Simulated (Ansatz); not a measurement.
# CdTe (F-43m): the equilibrium volume

At what volume is CdTe (F-43m) free of pressure?

Program: Ansatz 0.2.0. Level of theory: DFT PBEsol, scalar-relativistic, plane waves, PAW. These are calculated values, not measurements.

3 further runs of the same task are left out: 3 set aside as unsound or not needed. Runs told in other sessions of the task aren't counted.

### Step 1. The system as given

Symmetry: F-43m, No. 216, cubic system. Conventional cell: a = 6.564 Å, b = 6.564 Å, c = 6.564 Å, α = 90.00°, β = 90.00°, γ = 90.00°. Around Cd (site symmetry -43m) lie 4 Te at 2.84 Å. Te (site symmetry -43m) is surrounded by 4 Cd at 2.84 Å.

Coordinates:

```
CELL_PARAMETERS angstrom
0.00000 3.28211 3.28211
3.28211 0.00000 3.28211
3.28211 3.28211 0.00000
ATOMIC_POSITIONS crystal
Cd 0.00000 0.00000 0.00000
Te 0.25000 0.25000 0.25000
```

### Step 2. At the starting volume (PBEsol, 6×6×6 mesh)

input.yaml reads:

```yaml
crystal:
  lattice:
    - [0.0, 3.2821135562, 3.2821135562]
    - [3.2821135562, 0.0, 3.2821135562]
    - [3.2821135562, 3.2821135562, 0.0]
  atoms:
    - { symbol: Cd, position: [0.0, 0.0, 0.0] }
    - { symbol: Te, position: [0.25, 0.25, 0.25] }
basis:
  ecutwfc: 420
kpoints:
  mp_grid: { grid: [6, 6, 6] }
hamiltonian:
  xc: pbesol
scf:
  occupations: { method: gaussian, width: 0.1 }
output:
  forces: true
  stress: true
  eigenvalues: true
```

Run with:

```sh
$ ansatz run input.yaml --threads 8 --pin off --max-ram 16384MiB --backend cpu --events-out ev --progress --plain --runs-dir out
```

After this run come: Relaxing cell and atoms.

Q: Predict the outcome of this session. Wanted: volume; pressure; conventional cell; gap on the mesh.

**Answer**, as computed:

| quantity | value |
| --- | --- |
| volume | 34.187 Å³/atom |
| pressure | -0.04 GPa |
| conventional cell | a = 6.491 Å, b = 6.491 Å, c = 6.491 Å, α = 90.00°, β = 90.00°, γ = 90.00° |
| gap on the mesh | 0.65 eV |

What this shows: Over the 2 runs shown the cell moved from 35.36 to 34.19 Å³/atom, a change of -3.3 %, where the pressure is zero within 0.04 GPa.

The gaps are Kohn-Sham values of a semilocal functional, not quasiparticle or optical gaps. Such gaps usually fall short of the measured ones; spin-orbit coupling, left out here, narrows gaps with Te, so the two errors partly cancel. Spin-orbit coupling is left out, though the cell holds Te; it can move the gap.
